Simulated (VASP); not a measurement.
# C (Fd-3m) in VASP: further runs, part 2 of 3

VASP 6.6.1.

## (3) G0W0 quasiparticle levels, PBE

Input file POSCAR:

```
C
1.0
    0.0000000000      1.7833700000      1.7833700000
    1.7833700000      0.0000000000      1.7833700000
    1.7833700000      1.7833700000      0.0000000000
C
2
Direct
    0.7500000000      0.7500000000      0.7500000000
    0.5000000000      0.5000000000      0.5000000000
```

Input file INCAR.step1:

```
PREC = Accurate
ENCUT = 450
EDIFF = 1E-8
ISMEAR = 0
SIGMA = 0.01
LREAL = False
LASPH = True
NELM = 60
ALGO = Normal
LWAVE = True
LCHARG = False
GGA = PE
```

Input file INCAR.step2:

```
PREC = Accurate
ENCUT = 450
EDIFF = 1E-8
ISMEAR = 0
SIGMA = 0.01
LREAL = False
LASPH = True
NELM = 1
ALGO = Exact
LWAVE = True
LCHARG = False
GGA = PE
NBANDS = 137
LOPTICS = True
ISTART = 1
```

Input file INCAR.step3:

```
PREC = Accurate
ENCUT = 450
EDIFF = 1E-8
ISMEAR = 0
SIGMA = 0.01
LREAL = False
LASPH = True
ALGO = EVGW0
LWAVE = False
LCHARG = False
GGA = PE
NELMGW = 1
NBANDS = 137
ENCUTGW = 300
NOMEGA = 50
PRECFOCK = Fast
ISTART = 1
NBANDSGW = 12
```

Input file KPOINTS:

```
regular mesh
0
Gamma
  6 6 6
```

Potentials or basis: VASP PAW PBE potentials, release 64 (C_GW).

Run with:

```
cat potpaw_PBE.64/C_GW/POTCAR > POTCAR
cp INCAR.step1 INCAR
mpirun -np 1 vasp_std > vasp.out
cp INCAR.step2 INCAR
mpirun -np 1 vasp_std > vasp.out
cp INCAR.step3 INCAR
mpirun -np 1 vasp_std > vasp.out
```

OUTCAR:

```text
PREC = Accurate
   ENCUT = 450
   EDIFF = 1E-8
   ISMEAR = 0
   LREAL = False
   LASPH = True
   GGA = PE
   NELMGW = 1
   ENCUTGW = 300
   PRECFOCK = Fast
   ISTART = 1

 ion  position               nearest neighbor table
   1  0.750  0.750  0.750-   2 1.54   2 1.54   2 1.54   2 1.54
   2  0.500  0.500  0.500-   1 1.54   1 1.54   1 1.54   1 1.54

  LATTYP: Found a face centered cubic cell.
 ALAT       =     3.5667400000

  Lattice vectors:

 A1 = (   0.0000000000,   1.7833700000,   1.7833700000)
 A2 = (   1.7833700000,   0.0000000000,   1.7833700000)
 A3 = (   1.7833700000,   1.7833700000,   0.0000000000)

Analysis of symmetry for initial positions (statically):
=====================================================================
 Subroutine PRICEL returns:
 Original cell was already a primitive cell.

 Routine SETGRP: Setting up the symmetry group for a
 face centered cubic supercell.

 Subroutine GETGRP returns: Found 48 space group operations
 (whereof 24 operations were pure point group operations)
 out of a pool of 48 trial point group operations.

The static configuration has the point symmetry T_d .
 The point group associated with its full space group is O_h .

Analysis of symmetry for dynamics (positions and initial velocities):
=====================================================================
 Subroutine PRICEL returns:
 Original cell was already a primitive cell.

 Routine SETGRP: Setting up the symmetry group for a
 face centered cubic supercell.

 Subroutine GETGRP returns: Found 48 space group operations
 (whereof 24 operations were pure point group operations)
 out of a pool of 48 trial point group operations.

The dynamic configuration has the point symmetry T_d .
 The point group associated with its full space group is O_h .

 Subroutine INISYM returns: Found 48 space group operations
 (whereof 24 operations are pure point group operations),
 and found     1 'primitive' translations

----------------------------------------------------------------------------------------

                                     Primitive cell

  volume of cell :      11.3437

  direct lattice vectors                    reciprocal lattice vectors
     0.000000000  1.783370000  1.783370000    -0.280368067  0.280368067  0.280368067
     1.783370000  0.000000000  1.783370000     0.280368067 -0.280368067  0.280368067
     1.783370000  1.783370000  0.000000000     0.280368067  0.280368067 -0.280368067

  length of vectors
     2.522066041  2.522066041  2.522066041     0.485611737  0.485611737  0.485611737

  position of ions in fractional coordinates (direct lattice)
     0.750000000  0.750000000  0.750000000
     0.500000000  0.500000000  0.500000000

  ion indices of the primitive-cell ions
   primitive index   ion index
                 1           1
                 2           2

[... 22 lines left out ...]
 ===========================================

 Found     16 irreducible k-points:

 Following reciprocal coordinates:
            Coordinates               Weight
  0.000000  0.000000  0.000000      1.000000
  0.166667  0.000000  0.000000      8.000000
  0.333333  0.000000  0.000000      8.000000
  0.500000  0.000000  0.000000      4.000000
  0.166667  0.166667  0.000000      6.000000
  0.333333  0.166667  0.000000     24.000000
[... 8 lines left out ...]
 -0.333333  0.333333  0.166667     24.000000
 -0.333333  0.500000  0.166667     12.000000
   k-points           NKPTS =     16   k-points in BZ     NKDIM =    216   number of bands    NBANDS=    137
   number of dos      NEDOS =    301   number of ions     NIONS =      2
   total plane-waves  NPLWV =   5832
   dimension x,y,z NGX =    18 NGY =   18 NGZ =   18
   dimension x,y,z NGXF=    36 NGYF=   36 NGZF=   36
   ions per type =               2
   NGX,Y,Z   is equivalent  to a cutoff of  11.86, 11.86, 11.86 a.u.
   NGXF,Y,Z  is equivalent  to a cutoff of  23.73, 23.73, 23.73 a.u.
 SYSTEM =  unknown system
   PREC   = accura    normal or accurate (medium, high low for compatibility)
   ISTART =      1    job   : 0-new  1-cont  2-samecut
   ICHARG =      0    charge: 1-file 2-atom 10-const
   ISPIN  =      1    spin polarized calculation?
   LNONCOLLINEAR =      F non collinear calculations
   LSORBIT =      F    spin-orbit coupling
   LASPH  =      T    aspherical Exc in radial PAW
   ENCUT  =  450.0 eV  33.07 Ry    5.75 a.u.   4.36  4.36  4.36*2*pi/ulx,y,z
   NELM   =     60;   NELMIN=  2; NELMDL=  0     # of ELM steps
   EDIFF  = 0.1E-07   stopping-criterion for ELM
   LREAL  =      F    real-space projection
   EDIFFG = 0.1E-06   stopping-criterion for IOM
   NSW    =      0    number of steps for IOM
   IBRION =     -1    ionic relax: 0-MD 1-quasi-New 2-CG
   NFREE  =      0    steps in history (QN), initial steepest desc. (CG)
   ISIF   =      0    stress and relaxation
   ISYM   =      3    0-nonsym 1-usesym 2-fastsym
   POTIM  = 0.5000    time-step for ionic-motion
   TEBEG  =    0.0;   TEEND  =   0.0 temperature during run
   PSTRESS=    0.0 pullay stress
   NELECT =       8.0000    total number of electrons
   NUPDOWN=      -1.0000    fix difference up-down
   EMIN   =  10.00;   EMAX   =-10.00  energy-range for DOS
   EFERMI =   0.00;   METHOD = LEGACY
   ISMEAR =     0;   SIGMA  =   0.01  broadening in eV -4-tet -1-fermi 0-gaus
   EFERMI_NEDOS =   21; number of points for ismear=-14 and -15
   IALGO  =     38    algorithm
   IMIX   =      4    mixing-type and parameters
     AMIX     =   0.40;   BMIX     =  1.00
     AMIX_MAG =   1.60;   BMIX_MAG =  1.00
  volume/ion in A,a.u.               =       5.67        38.28
  Fermi-wavevector in a.u.,A,eV,Ry     =   1.457203  2.753714 28.891161  2.123440
  Thomas-Fermi vector in A             =   2.574032
   LORBIT       =      0    0 simple, 1 ext, 2 COOP (PROOUT), +10 PAW based schemes
   GGA     = PE    functional components
   LHFCALC =     T    Hartree Fock is set to
   PRECFOCK=fast      Normal, Fast or Accurate (Low or Medium for compatibility)
   ENCUT4O =  -1.0   cutoff for four orbital integrals eV
   NKREDX  =     1    reduce k-point grid by
   NKREDY  =     1    reduce k-point grid by
   NKREDZ  =     1    reduce k-point grid by
   AEXX    =    1.0000 exact exchange contribution
   HFSCREEN=    0.0000 screening length (either q_TF or 0.3 A-1)
   HFSCREENC=   0.0000 screening length for correlation (either q_TF or 0.3 A-1)
   ENCUTFOCK=  -1.0 apply spherical cutoff to Coloumb kernel
   IVDW    =     0    specifies the selected vdW correction
   LEPSILON=     F    determine dielectric tensor
   LRPA    =     F    only Hartree local field effects (RPA)
   LRPAFORCE           =     F    calculate RPA forces
   ENCUTGW             = 300.0    cutoff for response function in eV
   ENCUTGWSOFT         = 240.0    soft cutoff for Coulomb kernel in GW response function in eV
   ENCUTLF             =  -1.0    cutoff for local field effects
   NELMGW              =     1    number of iterations in solving QP/BSE equation
   NELMHF              =     1    number of iterations in the inner HF iteration
   NKREDLFX            =     1    NKREDLFY  =   1   NKREDLFZ  =   1
 non-spin polarized calculation
 Gauss-broadening in eV      SIGMA  =   0.01
  energy-cutoff  :      450.00
  volume of cell :       11.34
 maximum number of plane-waves:       259
 NGX is ok and might be reduce to    18
  NGX = 12; NGY = 12; NGZ = 12
   NGX =  9   NGY =  9   NGZ =  9
 maximum number of plane-waves:       144

 QP shifts <psi_nk| G(iteration)W_0 |psi_nk>: iteration 1
 for sc-GW calculations column KS-energies equals QP-energies in previous step
 and V_xc(KS)=  KS-energies - (<T + V_ion + V_H > + <T+V_H+V_ion>^1  + <V_x>^1)

 k-point   1 :       0.0000    0.0000    0.0000
  band No.  KS-energies  QP-energies   sigma(KS)   V_xc(KS)     V^pw_x(r,r')   Z            occupation Imag(sigma)

      1     -11.7098     -13.5410     -17.1951     -14.7752     -25.4230       0.7567       2.0000       1.4152
      2       9.7648       8.8610     -17.8914     -16.7960     -19.1902       0.8250       2.0000       0.0512
      3       9.7648       8.8610     -17.8914     -16.7960     -19.1902       0.8250       2.0000       0.0512
      4       9.7648       8.8610     -17.8914     -16.7960     -19.1902       0.8250       2.0000       0.0512
      5      15.3571      16.2701     -14.4076     -15.5201      -9.3155       0.8206       0.0000      -0.0954
      6      15.3571      16.2701     -14.4076     -15.5201      -9.3155       0.8206       0.0000      -0.0954
      7      15.3571      16.2701     -14.4076     -15.5201      -9.3155       0.8206       0.0000      -0.0954
      8      23.0843      23.7978     -15.4553     -16.3838      -7.7910       0.7685       0.0000      -0.2248
      9      29.0602      29.2342     -11.6485     -11.8646      -4.3328       0.8057       0.0000      -0.3772
     10      36.3018      37.1167     -12.8944     -13.8796      -5.9010       0.8271       0.0000      -0.5568
     11      36.3018      37.1167     -12.8944     -13.8796      -5.9010       0.8271       0.0000      -0.5568
     12      37.3052      37.7678     -10.9499     -11.5093      -3.2624       0.8268       0.0000      -1.0207
[... 228 lines left out ...]
      1      -2.4552      -4.0400     -17.8811     -15.7849     -23.3700       0.7560       2.0000       0.3448
      2      -2.4552      -4.0400     -17.8811     -15.7849     -23.3700       0.7560       2.0000       0.3448
      3       1.9591       0.6313     -16.7829     -15.1083     -20.2508       0.7929       2.0000       0.1219
      4       1.9591       0.6313     -16.7829     -15.1083     -20.2508       0.7929       2.0000       0.1219
      5      17.9870      18.6609     -13.4193     -14.2402      -7.6243       0.8210       0.0000      -0.1230
      6      17.9870      18.6609     -13.4193     -14.2402      -7.6243       0.8210       0.0000      -0.1230
      7      24.2758      25.4084     -14.7663     -16.2365      -6.9610       0.7704       0.0000      -0.2573
      8      24.2758      25.4084     -14.7663     -16.2365      -6.9610       0.7704       0.0000      -0.2573
      9      31.4614      32.4104     -14.0430     -15.2592      -5.4866       0.7803       0.0000      -0.5969
     10      31.4614      32.4104     -14.0430     -15.2592      -5.4866       0.7803       0.0000      -0.5969
     11      40.4490      41.1499     -12.5163     -13.3861      -4.2495       0.8058       0.0000      -1.0370
     12      40.4490      41.1499     -12.5163     -13.3861      -4.2495       0.8058       0.0000      -1.0370
```

It took 1.8 min on 1 thread of Intel Xeon 6975P-C (Granite Rapids), shared host; peak memory 0.34 GiB.

Results:

```
Band gap on the k mesh, mean-field level : 4.15 eV, indirect (least direct gap 5.59 eV)
Quasiparticle gap                        : 5.57 eV
Least direct quasiparticle gap           : 7.41 eV
```

Caveat: the k mesh is coarse (spacing up to 0.51 Å⁻¹), so the values aren't converged; the cutoff is under 1.25 times the usual one of these potentials, so pressure, stress and relaxed cells hold a basis-set (Pulay) error; bands, screening cutoff and mesh are small and nothing is extrapolated, so the quasiparticle values aren't converged. A k mesh can miss the band edges.

## (4) Band structure, PBE

Input file INCAR:

```
SYSTEM = C
PREC = Accurate
ENCUT = 520
EDIFF = 1E-6
ISMEAR = 0
SIGMA = 0.02
LREAL = .False.
LASPH = .True.
NELM = 60
ALGO = Normal
ISIF = 2
LWAVE = .False.
LCHARG = .False.
GGA = PE
```

Input file KPOINTS:

```
Automatic mesh
0
Gamma
  12 12 12
  0 0 0
```

POSCAR is that of step 3.

Input file KPOINTS_OPT:

```
path GXWKGLUWLK,UX
20
line-mode
reciprocal
 0.0000000000  0.0000000000  0.0000000000  G
 0.5000000000  0.0000000000  0.5000000000  X

 0.5000000000  0.0000000000  0.5000000000  X
 0.5000000000  0.2500000000  0.7500000000  W

 0.5000000000  0.2500000000  0.7500000000  W
 0.3750000000  0.3750000000  0.7500000000  K

 0.3750000000  0.3750000000  0.7500000000  K
 0.0000000000  0.0000000000  0.0000000000  G

 0.0000000000  0.0000000000  0.0000000000  G
 0.5000000000  0.5000000000  0.5000000000  L

 0.5000000000  0.5000000000  0.5000000000  L
 0.6250000000  0.2500000000  0.6250000000  U

 0.6250000000  0.2500000000  0.6250000000  U
 0.5000000000  0.2500000000  0.7500000000  W

 0.5000000000  0.2500000000  0.7500000000  W
 0.5000000000  0.5000000000  0.5000000000  L

 0.5000000000  0.5000000000  0.5000000000  L
 0.3750000000  0.3750000000  0.7500000000  K

 0.6250000000  0.2500000000  0.6250000000  U
 0.5000000000  0.0000000000  0.5000000000  X
```

Potentials or basis: VASP PAW PBE potentials, release 64 (C).

Run with:

```
cat potpaw_PBE.64/C/POTCAR > POTCAR
mpirun -np 1 vasp_std > vasp.out
```

It took 13 s on 1 thread of Intel Xeon Platinum 8488C (Sapphire Rapids), shared host; peak memory 0.12 GiB.

It converged, with:

```yaml
Free_energy: -18.1852 eV
Pressure: 2.5 GPa
Band_gap_on_the_k_mesh: 4.15 eV, indirect (least direct gap 5.59 eV)
Band_gap_along_the_path: 4.13 eV, indirect (least direct gap 5.59 eV)
```

Levels at the corners of the path, in eV from the valence-band top:
```csv
point,band 2,band 3,band 4,band 5,band 6,band 7
Γ,0.00,0.00,0.00,5.59,5.59,5.59
X,-12.76,-6.30,-6.30,4.76,4.76,16.81
X,-12.76,-6.30,-6.30,4.76,4.76,16.81
W,-11.97,-8.32,-8.32,10.62,10.62,12.32
W,-11.97,-8.32,-8.32,10.62,10.62,12.32
K,-11.73,-9.32,-5.36,5.68,10.75,14.37
K,-11.73,-9.32,-5.36,5.68,10.75,14.37
Γ,0.00,0.00,0.00,5.59,5.59,5.59
Γ,0.00,0.00,0.00,5.59,5.59,5.59
L,-13.37,-2.80,-2.80,8.46,8.46,8.85
L,-13.37,-2.80,-2.80,8.46,8.46,8.85
U,-11.73,-9.32,-5.36,5.68,10.75,14.37
U,-11.73,-9.32,-5.36,5.68,10.75,14.37
W,-11.97,-8.32,-8.32,10.62,10.62,12.32
W,-11.97,-8.32,-8.32,10.62,10.62,12.32
L,-13.37,-2.80,-2.80,8.46,8.46,8.85
L,-13.37,-2.80,-2.80,8.46,8.46,8.85
K,-11.73,-9.32,-5.36,5.68,10.75,14.37
U,-11.73,-9.32,-5.36,5.68,10.75,14.37
X,-12.76,-6.30,-6.30,4.76,4.76,16.81
```

PBE gaps usually lie below the measured ones, often by a third to a half.

(Part 2 of 3 ends here.)
